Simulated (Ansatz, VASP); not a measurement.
# One calculation of Si, two programs

```
CELL_PARAMETERS angstrom
3.82469 0.00000 0.00000
-1.91234 3.31228 0.00000
0.00000 0.00000 6.32466
ATOMIC_POSITIONS crystal
Si 0.33333 0.66667 0.00001
Si 0.66667 0.33333 0.50001
Si 0.33333 0.66667 0.37399
Si 0.66667 0.33333 0.87399
```

Alike in both runs: functional PBEsol; k mesh 9 × 9 × 6; occupations gaussian, width 0.01 eV; no spin polarisation.

Ansatz relaxed the structure, and its values are those at the end. VASP's run is a single point on that final structure, the one shown.

|  | VASP | Ansatz |
| --- | --- | --- |
| version | VASP 6.6.1 | Ansatz 0.2.0 |
| potentials or method | VASP PAW PBE potentials, release 64 (Si) | scalar-relativistic, plane waves, PAW |
| plane-wave cutoff (eV) | 520 | 600 |
| valence electrons in the cell | 16 | 16 |

```csv
,VASP,Ansatz,Ansatz less VASP
gap on the k mesh at the Fermi level (eV),0.33,0.34,+0.007
least direct gap on the mesh (eV),0.97,0.97,0.000
pressure (GPa),0.1,0.0,-0.12
```

The functional is the same, so the differences come from potentials, cutoffs and numerics. Ansatz warned: «pseudo_functional_mismatch».

Caveats: the PAW data sets were made with another functional, which shifts forces and pressure a little (VASP); an odd mesh through Γ misses points on the zone boundary, where band edges often lie.
